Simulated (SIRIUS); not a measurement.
# CuO (Tenorite) (Cc) in SIRIUS: equation of state, part 2 of 2

SIRIUS 7.12.0. Earlier steps stand in the parts before.

## Step 4: Single point, PBE, 9.96 Å³/atom (volume scaled by 0.98)

The input, sirius.json:

```json
{
  "control": {
    "processing_unit": "cpu",
    "verbosity": 2,
    "num_bands_to_print": 35,
    "print_forces": true,
    "print_stress": true
  },
  "parameters": {
    "electronic_structure_method": "pseudopotential",
    "xc_functionals": ["XC_GGA_X_PBE", "XC_GGA_C_PBE"],
    "gk_cutoff": 9.6,
    "pw_cutoff": 19.2,
    "ngridk": [10, 10, 5],
    "shiftk": [0, 0, 0],
    "smearing": "fermi_dirac",
    "smearing_width": 0.0018374661,
    "num_bands": 35,
    "num_mag_dims": 0,
    "num_dft_iter": 100,
    "energy_tol": 1e-08,
    "density_tol": 1e-06
  },
  "iterative_solver": {
    "type": "davidson",
    "min_tolerance": 1e-10
  },
  "mixer": {
    "type": "anderson",
    "beta": 0.7,
    "max_history": 8
  },
  "settings": {
    "tol_ne": 1e-10,
    "pseudo_grid_cutoff": 6.5
  },
  "unit_cell": {
    "lattice_vectors": [
      [4.401008909333, -3.216125504906, 0.0],
      [4.401008909333, 3.216125504906, 0.0],
      [-1.615297543032, 0.0, 9.496779749877]
    ],
    "atom_coordinate_units": "lattice",
    "atom_types": ["Cu", "O"],
    "atom_files": {
      "Cu": "Cu.json",
      "O": "O.json"
    },
    "atoms": {
      "Cu": [
        [0.4968, 0.0032, 0.5],
        [0.0032, 0.4968, 0.0]
      ],
      "O": [
        [0.4056, 0.5714, 0.7537],
        [0.5714, 0.4056, 0.2537]
      ]
    }
  }
}
```

Potentials or basis: PseudoDojo 0.4.1 PBE standard (scalar relativistic).

Run with:

```sh
$ upf_to_json Cu.upf
$ upf_to_json O.upf
$ OMP_NUM_THREADS=4 sirius.scf --input=sirius.json --output=out.json --task=0
```

Output:

```text
[info] SIRIUS version : 7.12.0
[info] number of MPI ranks           : 1
[info] MPI grid                      : 1 1
[info] maximum number of OMP threads : 4
[fft] FFT context for density and potential
[fft] =====================================
[fft]   comm size                             : 1
[fft]   plane wave cutoff                     : 19.2
[fft]   grid size                             : 36 36 64   total : 82944
[fft]   grid limits                           : -17 18   -17 18   -31 32
[fft]   number of G-vectors within the cutoff : 16100
[fft]   local number of G-vectors             : 16100
[fft]   number of G-shells                    : 8363
[fft] FFT context for coarse grid
[fft] =====================================
[fft]   comm size                             : 1
[fft]   plane wave cutoff                     : 19.2
[fft]   grid size                             : 36 36 64   total : 82944
[fft]   grid limits                           : -17 18   -17 18   -31 32
[fft]   number of G-vectors within the cutoff : 16100
[fft]   local number of G-vectors             : 16100
[fft]   number of G-shells                    : 8363
[unit cell] lattice vectors
[unit cell]   a1 :       4.4010089093     -3.2161255049      0.0000000000
[unit cell]   a2 :       4.4010089093      3.2161255049      0.0000000000
[unit cell]   a3 :      -1.6152975430      0.0000000000      9.4967797499
[unit cell] reciprocal lattice vectors
[unit cell]   b1 :       0.7138346498     -0.9768252666      0.1214154046
[unit cell]   b2 :       0.7138346498      0.9768252666      0.1214154046
[unit cell]   b3 :      -0.0000000000      0.0000000000      0.6616121962
[unit cell] unit cell volume :       268.83858290 [a.u.^3]
[unit cell] 1/sqrt(omega)    :         0.06098938
[unit cell] MT volume        :         0.00000000 ( 0.00%)
[unit cell] IT volume        :       268.83858290 (100.00%)
[unit cell] number of atom types : 2
[unit cell] type id : 0 symbol : Cu mt_radius :  14.910000 num_atoms : 2
[unit cell] type id : 1 symbol :  O mt_radius :   9.350000 num_atoms : 2
[unit cell] total number of atoms : 4
[unit cell] number of symmetry classes : 2
[unit cell] number of PAW atoms : 0
[unit cell] atom id  type id  class id             position                      vector_field
[unit cell] ------------------------------------------------------------------------------------------
[unit cell]      0        0        0      0.49680   0.00320   0.50000      0.00000   0.00000   0.00000
[unit cell]      1        0        0      0.00320   0.49680   0.00000      0.00000   0.00000   0.00000
[unit cell]      2        1        1      0.40560   0.57140   0.75370      0.00000   0.00000   0.00000
[unit cell]      3        1        1      0.57140   0.40560   0.25370      0.00000   0.00000   0.00000
[unit cell] atom id         position (Cartesian, a.u.)
[unit cell] ---------------------------------------------
[unit cell]      0       1.392856   -1.587480    4.748390
[unit cell]      1       2.200504    1.587480    0.000000
[unit cell]      2       3.082336    0.533234    7.157723
[unit cell]      3       3.889985   -0.533234    2.409333
[unit cell] class id : 0 atom id : 0 1
[unit cell] class id : 1 atom id : 2 3
[unit cell] minimum bond length:     3.580262
[... 312 lines left out ...]
[find] --------------------------------------------------------------------------------
[find] total charge          : 50.000000
[find] Energy
[find] --------------------------------------------------------------------------------
[find] valence_eval_sum               :     -30.18553641
[find] <rho|V^{XC}>                   :     -57.51846231
[find] <rho|E^{XC}>                   :     -54.96168791
[find] <mag|B^{XC}>                   :       0.00000000
[find] <rho|V^{H}>                    :     269.18811750
[find] one-electron contribution      :    -241.85519160 (Ha),    -483.71038319 (Ry)
[find] hartree contribution           :     134.59405875
[find] xc contribution                :     -54.96168791
[find] ewald contribution             :    -249.98700938
[find] PAW contribution               :       0.00000000
[find] smearing (-TS)                 :      -0.00070507
[find] SCF correction                 :       0.00000081
[find] Total energy                   :    -412.20982933 (Ha),    -824.41965865 (Ry)
[find] Free energy (E-TS)             :    -412.21053440 (Ha),    -824.42106879 (Ry)
[find] band gap (eV)                  :       0.00000000
[find] Efermi                         :       0.47645148
[find] iteration : 12, RMS (target) : 4.8763e-07 (1.0000e-06) , energy difference (target) : -1.1372e-09 (1.0000e-08)
[find] bands are converged : true
[find] iterative solver converged : false
[find] converged after 13 SCF iterations!
[find] Charges and magnetic moments
[find] --------------------------------------------------------------------------------
[find] total charge          : 50.000000
[find] Energy
[find] --------------------------------------------------------------------------------
[find] valence_eval_sum               :     -30.18553641
[find] <rho|V^{XC}>                   :     -57.51846231
[find] <rho|E^{XC}>                   :     -54.96168791
[find] <mag|B^{XC}>                   :       0.00000000
[find] <rho|V^{H}>                    :     269.18811750
[find] one-electron contribution      :    -241.85519160 (Ha),    -483.71038319 (Ry)
[find] hartree contribution           :     134.59405875
[find] xc contribution                :     -54.96168791
[find] ewald contribution             :    -249.98700938
[find] PAW contribution               :       0.00000000
[find] smearing (-TS)                 :      -0.00070507
[find] SCF correction                 :       0.00000081
[find] Total energy                   :    -412.20982933 (Ha),    -824.41965865 (Ry)
[find] Free energy (E-TS)             :    -412.21053440 (Ha),    -824.42106879 (Ry)
[find] band gap (eV)                  :       0.00000000
[find] Efermi                         :       0.47645148
[ground_state] === stress tensor components [kbar] ===
[ground_state] === stress_kin ===
[ground_state] -143052.744311    0.000000 -553.101652
[ground_state]     0.000000-144537.896578    0.000000
[ground_state]  -553.101652    0.000000-142470.298848
[ground_state] === stress_har ===
[ground_state] -52553.569434    0.000000 3111.872671
[ground_state]     0.000000-41545.785657    0.000000
[ground_state]  3111.872671    0.000000-53196.965302
[ground_state] === stress_ewald ===
[ground_state] 85834.818708    0.000000 5447.494892
[ground_state]     0.000000103578.852231    0.000000
[ground_state]  5447.494892    0.00000084165.764657
[ground_state] === stress_vloc ===
[ground_state] 33166.657894    0.000000-8231.663735
[ground_state]     0.000000 5232.352499    0.000000
[ground_state] -8231.663735    0.00000035186.768002
[ground_state] === stress_xc ===
[ground_state]  3540.658246    0.000000    6.652086
[ground_state]     0.000000 3555.551945    0.000000
[ground_state]     6.652086    0.000000 3537.325798
[ground_state] === stress_core ===
[ground_state] 14162.124863    0.000000    1.812520
[ground_state]     0.00000014164.729835    0.000000
[ground_state]     1.812520    0.00000014163.195049
[ground_state] === stress_nonloc ===
[ground_state] 58809.280542    0.000000  239.372787
[ground_state]     0.00000059455.277210    0.000000
[ground_state]   239.372787    0.00000058520.812813
[ground_state] === stress_us_nl ===
[ground_state] 58809.280542    0.000000  239.372787
[ground_state]     0.00000059455.277210    0.000000
[ground_state]   239.372787    0.00000058520.812813
[ground_state] === stress_total ===
[ground_state]   -92.773492    0.000000   22.439569
[ground_state]     0.000000  -96.918514    0.000000
[ground_state]    22.439569    0.000000  -93.397832
[ground_state] ==== total Forces in Ha/bohr =====
[ground_state] atom:    0, force:      -0.0132237     -0.0074768      0.0051728
[ground_state] atom:    1, force:      -0.0132237      0.0074768      0.0051728
[ground_state] atom:    2, force:       0.0132225     -0.0049733     -0.0051719
[ground_state] atom:    3, force:       0.0132225      0.0049733     -0.0051719
[ground_state] ==== ultrasoft contribution from Qij =====
[ground_state] atom:    0, force:       0.0000000      0.0000000      0.0000000
[ground_state] atom:    1, force:       0.0000000      0.0000000      0.0000000
[ground_state] atom:    2, force:       0.0000000      0.0000000      0.0000000
[ground_state] atom:    3, force:       0.0000000      0.0000000      0.0000000
[ground_state] ==== non-local contribution from Beta-projector =====
[ground_state] atom:    0, force:      -0.0327690     -0.0311046      0.0177512
[ground_state] atom:    1, force:      -0.0327690      0.0311046      0.0177512
[ground_state] atom:    2, force:      -0.0211882     -0.1416433      0.0172339
[ground_state] atom:    3, force:      -0.0211882      0.1416433      0.0172339
[ground_state] ==== contribution from local potential =====
[ground_state] atom:    0, force:       0.5788285      0.5735991     -0.2818404
[ground_state] atom:    1, force:       0.5788285     -0.5735991     -0.2818404
[ground_state] atom:    2, force:      -0.5264433     -1.5542868      0.2481647
[ground_state] atom:    3, force:      -0.5264433      1.5542868      0.2481647
[ground_state] ==== contribution from core density =====
[ground_state] atom:    0, force:       0.0012960      0.0015149     -0.0008481
[ground_state] atom:    1, force:       0.0012960     -0.0015149     -0.0008481
[ground_state] atom:    2, force:       0.0002747      0.0047011     -0.0004603
[ground_state] atom:    3, force:       0.0002747     -0.0047011     -0.0004603
[ground_state] ==== Ewald forces from ions =====
[ground_state] atom:    0, force:      -0.5605794     -0.5514862      0.2701102
[ground_state] atom:    1, force:      -0.5605794      0.5514862      0.2701102
[ground_state] atom:    2, force:       0.5605794      1.6862556     -0.2701102
[ground_state] atom:    3, force:       0.5605794     -1.6862556     -0.2701102
[~DFT_ground_state] local op. applied: 140920
[~DFT_ground_state] evp. work count: 16408.8
[~DFT_ground_state] number of iterative solver steps: 4114
```

It took 1.9 min on 4 threads of Intel Xeon at 2.60GHz (Ice Lake), shared host; peak memory 1.6 GiB.

Results:

```
Free energy            : -11216.8201 eV
Pressure               : 9.4 GPa
Largest force          : 0.825 eV/Å
Band gap on the k mesh : none (metal or under the smearing width)
```

Caveat: the run has no spin polarisation, though such a crystal can be magnetic; semilocal functionals often make such compounds metallic where correlation or magnetic order opens a gap, which also shifts bond lengths.

## Step 5: Single point, PBE, 10.16 Å³/atom

sirius.json: that of step 4 with these lines changed.

```diff
@@ -38,5 +38,5 @@
     "lattice_vectors": [
-      [4.401008909333, -3.216125504906, 0.0],
-      [4.401008909333, 3.216125504906, 0.0],
-      [-1.615297543032, 0.0, 9.496779749877]
+      [4.430746358104, -3.237856741934, 0.0],
+      [4.430746358104, 3.237856741934, 0.0],
+      [-1.626212046682, 0.0, 9.560949127168]
     ],
```

Run with:

```sh
$ upf_to_json Cu.upf
$ upf_to_json O.upf
$ OMP_NUM_THREADS=4 sirius.scf --input=sirius.json --output=out.json --task=0
```

It took 1.8 min on 4 threads of Intel Xeon at 2.60GHz (Ice Lake), shared host; peak memory 1.6 GiB.

Results (log left out):

```
Free energy            : -11216.8579 eV
Pressure               : 5.5 GPa
Largest force          : 0.762 eV/Å
Band gap on the k mesh : none (metal or under the smearing width)
```

Caveat: the run has no spin polarisation, though such a crystal can be magnetic; semilocal functionals often make such compounds metallic where correlation or magnetic order opens a gap, which also shifts bond lengths.

## Step 6: Single point, PBE, 10.37 Å³/atom (volume scaled by 1.02)

sirius.json: that of step 5 with these lines changed.

```diff
@@ -38,5 +38,5 @@
     "lattice_vectors": [
-      [4.430746358104, -3.237856741934, 0.0],
-      [4.430746358104, 3.237856741934, 0.0],
-      [-1.626212046682, 0.0, 9.560949127168]
+      [4.460089904425, -3.259300126808, 0.0],
+      [4.460089904425, 3.259300126808, 0.0],
+      [-1.636981976835, 0.0, 9.624268516419]
     ],
```

Potentials or basis: PseudoDojo 0.4.1 PBE standard (scalar relativistic).

Run with:

```sh
$ upf_to_json Cu.upf
$ upf_to_json O.upf
$ OMP_NUM_THREADS=4 sirius.scf --input=sirius.json --output=out.json --task=0
```

Run time: 1.9 min. Hardware: 4 threads of Intel Xeon at 2.60GHz (Ice Lake), shared host; peak memory 1.6 GiB.

The run converged. Its results:

- Free energy: -11216.8767 eV
- Pressure: 1.9 GPa
- Largest force: 0.732 eV/Å
- Band gap on the k mesh: none (metal or under the smearing width)

Caveat: the run has no spin polarisation, though such a crystal can be magnetic; semilocal functionals often make such compounds metallic where correlation or magnetic order opens a gap, which also shifts bond lengths.

## Step 7: Single point, PBE, 10.57 Å³/atom (volume scaled by 1.04)

sirius.json: that of step 6 with these lines changed.

```diff
@@ -38,5 +38,5 @@
     "lattice_vectors": [
-      [4.460089904425, -3.259300126808, 0.0],
-      [4.460089904425, 3.259300126808, 0.0],
-      [-1.636981976835, 0.0, 9.624268516419]
+      [4.489052338717, -3.280465006302, 0.0],
+      [4.489052338717, 3.280465006302, 0.0],
+      [-1.647612027759, 0.0, 9.686765517647]
     ],
```

Run with:

```sh
$ upf_to_json Cu.upf
$ upf_to_json O.upf
$ OMP_NUM_THREADS=4 sirius.scf --input=sirius.json --output=out.json --task=0
```

Wall time 1.9 min (4 threads of Intel Xeon at 2.60GHz (Ice Lake), shared host); peak memory 1.7 GiB.

It converged, with:

- Free energy: -11216.8785 eV
- Pressure: -1.2 GPa
- Largest force: 0.722 eV/Å
- Band gap on the k mesh: none (metal or under the smearing width)

Caveat: the run has no spin polarisation, though such a crystal can be magnetic; semilocal functionals often make such compounds metallic where correlation or magnetic order opens a gap, which also shifts bond lengths.

## Step 8: Single point, PBE, 10.77 Å³/atom (volume scaled by 1.06)

sirius.json: that of step 7 with these lines changed.

```diff
@@ -38,5 +38,5 @@
     "lattice_vectors": [
-      [4.489052338717, -3.280465006302, 0.0],
-      [4.489052338717, 3.280465006302, 0.0],
-      [-1.647612027759, 0.0, 9.686765517647]
+      [4.517645799638, -3.30136025117, 0.0],
+      [4.517645799638, 3.30136025117, 0.0],
+      [-1.658106654863, 0.0, 9.748466324536]
     ],
```

Run with:

```sh
$ upf_to_json Cu.upf
$ upf_to_json O.upf
$ OMP_NUM_THREADS=4 sirius.scf --input=sirius.json --output=out.json --task=0
```

Run time: 1.9 min. Hardware: 4 threads of Intel Xeon at 2.60GHz (Ice Lake), shared host; peak memory 1.7 GiB.

Results (log left out):

```
Free energy            : -11216.8650 eV
Pressure               : -4.1 GPa
Largest force          : 0.719 eV/Å
Band gap on the k mesh : none (metal or under the smearing width)
```

Caveat: the run has no spin polarisation, though such a crystal can be magnetic; semilocal functionals often make such compounds metallic where correlation or magnetic order opens a gap, which also shifts bond lengths.

## Step 9: Equation of state, PBE

Potentials or basis: PseudoDojo 0.4.1 PBE standard (scalar relativistic).

This step only gathers the single runs of the series.

What came out:

```
Equilibrium volume                        : 10.49 Å³/atom
Bulk modulus at fixed shape and positions : 162 GPa
Pressure derivative of the bulk modulus   : 4.7
```

Energy against volume, from the lowest point:
```csv
volume (Å³/atom),energy (meV/atom)
9.553,50.04
9.756,29.35
9.959,14.60
10.163,5.15
10.366,0.45
10.569,0.00
10.772,3.36
```

Caveat: the cell was scaled at fixed shape and fractional positions, which overstates the stiffness of a crystal with free parameters, most of all of layers and chains; the run has no spin polarisation, though such a crystal can be magnetic.
